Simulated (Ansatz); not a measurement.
`CCCS` → `[CH2]` (triplet) + `CCS` at 600 K and 1 bar (formal loss of a carbene).

Computed with Ansatz on PBE0-D4/def2-TZVP structures; ΔE is electronic, products minus reactants. CBS: MP2 limit from def2 TZ/QZ plus the TZ coupled-cluster correction, frozen cores. This one scheme is used for every species. Triplets are unrestricted, without spin–orbit coupling. Each species was taken in one conformer, which may not be the lowest.

```
          species  CCSD(T)/CBS energy (Eh)  H − E (kJ/mol)  S (J/(mol·K))
           `CCCS`               -516.75195           327.1          398.7
`[CH2]` (triplet)                -39.09499            66.5          220.8
            `CCS`               -477.49091           239.8          348.1
```

H − E and S are ideal-gas, rigid-rotor, harmonic terms from PBE0-D4/def2-TZVP, for one conformer and one mirror image of each species, with the whole ground term of open shells counted as degenerate. 1 Eh = 2625.50 kJ/mol, R = 8.31446 J/(mol·K).

By hand: ΔE, ΔH, ΔS and ΔG.

ΔE = (-39.09499) + (-477.49091) − (-516.75195) = 0.16605 Eh = 436.0 kJ/mol. Δ(H − E) = 66.5 + 239.8 − 327.1 = -20.8, so ΔH = 415.2 kJ/mol. ΔS = 220.8 + 348.1 − 398.7 = 170.2 J/(mol·K). ΔG = 415.2 − 600 × (170.2)/1000 = 313.1 kJ/mol.

By hand: the equilibrium constant, and the temperature at which ΔG would vanish if ΔH and ΔS stayed fixed.

log₁₀ K = −ΔG/(RT ln 10) = -27.3. ΔG = 0 at ΔH/ΔS = 2439 K.

The number of gas molecules changes by +1, which sets the sign of ΔS. A doubt of 5 kJ/mol in ΔE shifts log₁₀ K by 0.4 here. Other conformers and mirror images would add mixing entropy, several J/(mol·K) or more a flexible species. A triplet takes part, so the spin changes. These are equilibria of isolated gas molecules and say nothing of rates. Largest T1 diagnostic: 0.011 (customary marks: 0.02 for closed shells, 0.045 for open ones).
